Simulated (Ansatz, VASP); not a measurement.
**CdInS2 in VASP and in Ansatz**

Contents of INCAR:

```
SYSTEM = CdInS2
ALGO = Normal ; EDIFF = 1E-7
ENCUT = 520 ; GGA = PE
ISIF = 2 ; ISMEAR = -1
LASPH = .True. ; LCHARG = .False.
LREAL = .False. ; LWAVE = .False.
NBANDS = 26 ; NELM = 100
PREC = Accurate ; SIGMA = 0.05
```

KPOINTS

```
k-points
0
Gamma
  8 8 4
  0 0 0
```

Contents of POSCAR:

```
CdInS2
1.0
    3.8951226913      0.0000000000      0.0000000000
   -1.9475613456      3.3732752015      0.0000000000
    0.0000000000      0.0000000000      6.8556331555
In Cd S
1 1 2
Direct
    0.0000000000      0.0000000000      0.5000000000
    0.0000000000      0.0000000000      0.0000000000
    0.3333333333      0.6666666667      0.2449510000
    0.6666666667      0.3333333333      0.7550490000
```

File input.yaml:

```yaml
crystal:
  lattice:
    - [3.8951226913, 0.0, 0.0]
    - [-1.9475613456, 3.3732752015, 0.0]
    - [0.0, 0.0, 6.8556331555]
  atoms:
    - { symbol: In, position: [0.0, 0.0, 0.5] }
    - { symbol: Cd, position: [0.0, 0.0, 0.0] }
    - { symbol: S, position: [0.3333333333, 0.6666666667, 0.244951] }
    - { symbol: S, position: [0.6666666667, 0.3333333333, 0.755049] }
hamiltonian:
  xc: pbe
  pseudopotentials: { kind: paw }
kpoints:
  mp_grid: { grid: [8, 8, 4] }
scf:
  occupations: { method: fermi_dirac, width: 0.05 }
output:
  forces: true
  stress: true
  eigenvalues: true
```

Change from the starting cell: volume scaled by 1.02.

Alike in both runs: task single point; functional PBE; k mesh 8 × 8 × 4; occupations fermi-dirac, width 0.05 eV; no spin polarisation.

|  | VASP | Ansatz |
| --- | --- | --- |
| version | VASP 6.6.1 | Ansatz 0.2.0 |
| potentials or method | VASP PAW PBE potentials, release 64 (In_d, Cd, S) | Ansatz PAW |
| plane-wave cutoff (eV) | 520 | 420 |
| valence electrons in the cell | 37 | 45 |

VASP gave:

| Quantity | Value |
| --- | --- |
| gap on the k mesh at the Fermi level (eV) | none |
| pressure (GPa) | -1.1 |
| largest component of the traceless stress (GPa) | 0.08 |
| rms of the force components (eV/Å) | 0.015 |

Which values does Ansatz return?

gap on the k mesh at the Fermi level (eV): none; pressure (GPa): -1.2; largest component of the traceless stress (GPa): 0.11; rms of the force components (eV/Å): 0.025.

Atom by atom the forces differ by 0.010 eV/Å (rms over components). A gap of «none» marks a metal or a gap that the smearing closes. The two sets of potentials don't hold the same shells in valence.
